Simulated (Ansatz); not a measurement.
N:

```xyz
2
Lattice="2.5195 0.0000 0.0000 -1.2597 2.1819 0.0000 0.0000 0.0000 2.4460" Properties=species:S:1:pos:R:3 pbc="T T T"
N     0.0000    1.4546    1.8345
N     1.2597    0.7273    0.6115
```

The real solid is made of molecules; this cell is a model form.

Program: Ansatz 0.2.0. Alike in all runs: no spin polarisation; cell as given; k mesh 12 × 12 × 11.

Question: Order these runs on this cell by their pressure, lowest first.
A. level BLYP+D4; potentials or basis Ansatz PAW; cutoff (eV) 420; smearing fixed
B. level PBE+D4; potentials or basis Ansatz NC; cutoff (eV) 1240; smearing tetrahedron
C. level PBE; potentials or basis Ansatz PAW; cutoff (eV) 420; smearing fermi-dirac 0.05 eV
D. level LDA; potentials or basis JTH PAW LDA; cutoff (eV) 1350; smearing gaussian 0.01 eV; other keys scf.algorithm = density_mixing
E. level PBEsol; potentials or basis JTH PAW; cutoff (eV) 1320; smearing fermi-dirac 0.1 eV

Answer: D (-7.9 GPa), E (-1.2 GPa), B (7.3 GPa), C (10.2 GPa), A (34.9 GPa).

Caveats: pairwise dispersion overbinds metals, which lowers pressure and volume (some runs); a pressure of tens of GPa on the cell as given is suspect, and the run, the potentials or the cell itself is likely at fault (some runs); the PAW data sets come from PBE, with cores solved anew for the run's functional, which leaves a small shift of forces and pressure (some runs); with tetrahedron occupations forces and stress needn't match the slope of the energy (some runs).
